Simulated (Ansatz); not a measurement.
Convergence of CuO

```
Cu O
1.0
     0.00000    2.26180    2.26180
     2.26180    0.00000    2.26180
     2.26180    2.26180    0.00000
Cu O
1 1
Direct
  0.00000 0.00000 0.00000
  0.25000 0.25000 0.25000
```

Atom numbers follow the list: Cu1, O2.

The cell was built from the zincblende type and relaxed in the same program, and has space group F-43m; it needn't be a known or the stable phase.

Without spin polarisation or U, such a compound can come out metallic where the real one is a magnetic insulator.

Level of theory: DFT, PBE, all-electron LAPW, scalar-relativistic (Ansatz 0.2.0).

Sampling and basis: a Γ-centred 16×16×16 k mesh, Fermi–Dirac smearing of 0.05 eV, basis error target 1 meV/atom, no spin polarisation. One setting is then changed at a time.

```csv
k mesh,free energy less the base's (meV/atom),P (GPa),cutoff chosen (eV)
16×16×16 (base),0.0,0.05,436
5×5×5,?,0.02,436
8×8×8,-1.5,?,436
12×12×12,-0.1,0.02,436
22×22×22,0.0,0.05,436
```

(1) What belongs in the row "5×5×5", column "free energy less the base's (meV/atom)"?

(2) Fill in "P (GPa)" for the row "8×8×8".

Results:

(1) -5.4.

(2) -0.02.
